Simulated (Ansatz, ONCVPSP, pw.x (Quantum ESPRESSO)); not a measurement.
pw.x on bcc Al: one setting changed

Potential: optimised norm-conserving Vanderbilt (ONCV), ONCVPSP 4.0.1, PBE; core [Ne], reference 3s2 3p1; waves: 3s: rc 2.20 bohr, ncon 3, nbas 6, qcut 3.4 1/bohr, 2 projectors, debl 2.1 Ha; 3p: rc 2.35 bohr, ncon 4, nbas 7, qcut 3 1/bohr, 2 projectors, debl 3.6 Ha; d scattering state at 0.32 Ha: rc 1.90 bohr, ncon 4, nbas 7, qcut 5 1/bohr, local; local part: the d channel; core correction: none.

The reference run (k-mesh 14³, cutoffs 35/140 Ry, Fermi–Dirac 0.01 Ry, mixing_beta 0.4, conv_thr 1e-9, no spin) gives 0.86 GPa at 16.945 Å³/atom, where all-electron LAPW gives 0.07 GPa. This run, with its own iteration cap, changes mixing_ndim to 16.

```
&control
  calculation='scf', prefix='x', pseudo_dir='./', outdir='./tmp', tstress=.true., disk_io='none'
/
&system
  ibrav=0, nat=1, ntyp=1, ecutwfc=35, ecutrho=140, nbnd=8,
  occupations='smearing', smearing='fd', degauss=0.01
/
&electrons
  conv_thr=1e-09, mixing_beta=0.4, electron_maxstep=70, mixing_ndim=16
/
ATOMIC_SPECIES
Al 1.0 Al.UPF
CELL_PARAMETERS angstrom
  -1.61805716 1.61805716 1.61805716
  1.61805716 -1.61805716 1.61805716
  1.61805716 1.61805716 -1.61805716
ATOMIC_POSITIONS crystal
Al 0.0000 0.0000 0.0000
K_POINTS automatic
14 14 14 0 0 0
```

```bash
pw.x < Al.scf.in > Al.scf.out
```

Question: How does the run end?

Answer: It converges in 6 iterations; the free energy moves by +0.0 meV/atom and the pressure by +0.00 GPa. The result is that of the reference run.

```
Message from routine setup:
     using ibrav=0 with symmetry is DISCOURAGED, use correct ibrav instead
     lattice parameter (alat)  =       5.2961  a.u.
     unit-cell volume          =     114.3505 (a.u.)^3
     number of electrons       =         3.00
     number of Kohn-Sham states=            8
     kinetic-energy cutoff     =      35.0000  Ry
     charge density cutoff     =     140.0000  Ry
     scf convergence threshold =      1.0E-09
     Exchange-correlation= PBE
     number of k points=   104  Fermi-Dirac smearing, width (Ry)=  0.0100
     iteration #  1     ecut=    35.00 Ry     beta= 0.40
     total energy              =      -4.14319855 Ry
     estimated scf accuracy    <       0.00507465 Ry
     iteration #  2     ecut=    35.00 Ry     beta= 0.40
     total energy              =      -4.14303552 Ry
     estimated scf accuracy    <       0.00169448 Ry
     iteration #  3     ecut=    35.00 Ry     beta= 0.40
     total energy              =      -4.14306867 Ry
     estimated scf accuracy    <       0.00000133 Ry
     iteration #  4     ecut=    35.00 Ry     beta= 0.40
     total energy              =      -4.14307082 Ry
     estimated scf accuracy    <       0.00000046 Ry
     iteration #  5     ecut=    35.00 Ry     beta= 0.40
     total energy              =      -4.14307087 Ry
     estimated scf accuracy    <          2.4E-09 Ry
     iteration #  6     ecut=    35.00 Ry     beta= 0.40
     the Fermi energy is     7.6698 ev
!    total energy              =      -4.14307088 Ry
     estimated scf accuracy    <          3.3E-10 Ry
     smearing contrib. (-TS)   =      -0.00173674 Ry
     The total energy is F=E-TS. E is the sum of the following terms:
     one-electron contribution =       2.79865235 Ry
     hartree contribution      =       0.00385281 Ry
     xc contribution           =      -1.58797323 Ry
     ewald contribution        =      -5.35586606 Ry
     convergence has been achieved in   6 iterations
          total   stress  (Ry/bohr**3)                   (kbar)     P=        8.57
     Message from routine punch:
     Nothing written, as per user request (disk_io='none')
```

The run took about 2.6 s on one core of a shared host (Intel(R) Xeon(R) 6975P-C, 192 threads, 1488 GiB, load 109).
